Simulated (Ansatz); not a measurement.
L1₀ (CuAu-type) CoPt was calculated with LDA (Ansatz, a program for electronic structure, PAW).

The input as run:

Ansatz 0.2 input:
```yaml
crystal:
  lattice:
    - [2.620697723, 0.0, 0.0]
    - [0.0, 2.620697723, 0.0]
    - [0.0, 0.0, 3.5941802552]
  atoms:
    - { symbol: Co, position: [0.0, 0.0, 0.0], spin: 2.0 }
    - { symbol: Pt, position: [0.5, 0.5, 0.5], spin: 0.0 }
basis:
  ecutwfc: 520
  ecutrho_ratio: 4
  xc_grid: 2
kpoints:
  mp_grid: { grid: [20, 20, 16] }
hamiltonian:
  xc: lda
  dispersion: none
  pseudopotentials: { kind: paw }
scf:
  occupations: { method: fermi_dirac, width: 0.05 }
output:
  forces: true
  stress: true
  eigenvalues: true
magnetization:
  spin_polarized: true
relax:
  f_tol: 0.004
  escape_saddle: false
  max_steps: 80
  cell: { stress_tol: 0.02, fix: [volume] }
```

The run printed, among other lines:

```
Relaxation: its limit of steps is 80 (relax.max_steps)
Crystal: 2 atoms, lattice volume = 24.685 Å³
Basis set: ecut = 520 eV, 657 PW (Γ), exchange–correlation on 40×40×54 points (8 copies of the dense FFT grid, shifted against one another)
Bands: 23, of which v1, the nominal top of the filled ones, is band 18 counted from 1 (17 counted from 0)
Symmetry: 16 space group operations
Space group: P4/mmm (ITA 123), of the structure as read, at distance tolerance 2.9e-5 Å
k-points: 594 of 6400
Initial density: superposition of atomic densities (chi_scale 0.1, normalization cell)
Functional: x = slater, c = lda
SCF 1 converged in 12 iterations: F = -17307.859976 eV  dr2 = 3.11e-8
Crystal: 2 atoms, lattice volume = 24.685 Å³
Initial density: handed on by an earlier stage of this run
SCF 2 converged in 6 iterations: F = -17307.860045 eV  dr2 = 7.13e-8
Crystal: 2 atoms, lattice volume = 24.685 Å³
SCF 3 converged in 6 iterations: F = -17307.860046 eV  dr2 = 1.66e-9
Crystal: 2 atoms, lattice volume = 24.685 Å³
SCF 4 converged in 9 iterations: F = -17307.860047 eV  dr2 = 9.76e-13
SCF converged after 9 iterations
Magnetization: 2.0771 μB (18.5386 up, 16.4614 down)
Free energy (F): -17307.860047 eV
Internal energy: -17307.842637 eV  (E = F + TS)
E sigma→0 (E₀):  -17307.851342 eV
Fermi energy:    22.568485 eV
--- Forces (eV/Å), atoms counted from 1 ---
  atom   1  Co    -0.00000000    -0.00000000     0.00000000
  atom   2  Pt     0.00000000     0.00000000     0.00000000
--- Stress (GPa, compression-positive) ---
        5.776453       0.000000       0.000000
        0.000000       5.776453       0.000000
        0.000000       0.000000       5.777262
  P = ⅓ Tr σ = 5.7767 GPa (57.767 kbar)
```

The cell is one volume of an energy–volume scan, off the minimum.

The PAW data were made under PBE.

It cost around 3.0 core-minutes (rough) of CPU time.
